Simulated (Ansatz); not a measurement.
The system is YN.

```
CELL_PARAMETERS angstrom
0.00000 2.43850 2.43850
2.43850 0.00000 2.43850
2.43850 2.43850 0.00000
ATOMIC_POSITIONS crystal
Y 0.00000 0.00000 0.00000
N 0.50000 0.50000 0.50000
```

Program: Ansatz 0.2.0. Alike in all runs: cell as given; cutoff (eV) 1143.

Task: Order these runs on this cell by their band gap on the k mesh, lowest first.
A. level HSE03; potentials or basis PseudoDojo standard (PBE files); spin SOC, no magnetisation; k mesh 5 × 5 × 5; smearing fermi-dirac 0.15 eV; mesh quality coarse
B. level LDA; potentials or basis PseudoDojo standard (LDA files); spin off; k mesh 9 × 9 × 9; smearing methfessel-paxton 0.05 eV; mesh quality not flagged
C. level BLYP; potentials or basis PseudoDojo standard (PBEsol files); spin off; k mesh 9 × 9 × 9; smearing gaussian 0.05 eV; mesh quality not flagged

Result: B (0.15 eV), C (0.38 eV), A (1.05 eV).

Caveats: some runs use coarse meshes; odd divisions of the mesh miss points on the zone boundary, where band edges often lie, so the gap on the mesh can be too wide.

A k mesh can miss the band edges.

Not every run made on this cell is shown here.
